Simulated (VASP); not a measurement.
Runs of VASP 6.6.1 on MgS (Niningerite). The structure is cubic, space group Fm-3m (No. 225). The conventional cell has a = 5.203 Å, b = 5.203 Å, c = 5.203 Å, α = 90.00°, β = 90.00°, γ = 90.00°. S (site symmetry m-3m) has 6 Mg at 2.60 Å as nearest neighbours. Mg (site symmetry m-3m) has 6 S at 2.60 Å as nearest neighbours. 

| share of exact exchange | gap on the mesh (eV) | pressure (GPa) |
| --- | --- | --- |
| 0.05 | 3.53 | 0.6 |
| 0.4 | 6.00 | -1.6 |
| 0.2 | 4.57 | -0.4 |
| 0.1 | 3.87 | 0.3 |
| 0.25 | 4.93 | -0.7 |
| 0.15 | 4.22 | (a) |
| 0.5 | 6.73 | -2.2 |
| 0.3 | (b) | -1.0 |

Alike in all rows: task single point; level PBE0(alpha); potentials or basis VASP PAW PBE potentials, release 64 (S, Mg); no spin polarisation; cell as given; k mesh 5 × 5 × 5; cutoff (eV) 520; smearing fermi-dirac 0.05 eV.

Fill in the values left out.

(a) 0.0; (b) 5.28.

Caveats: the PAW data sets were made with another functional, which shifts forces and pressure a little; an odd mesh through Γ misses points on the zone boundary, where band edges often lie.

Runs at the PBE level aren't shown here.
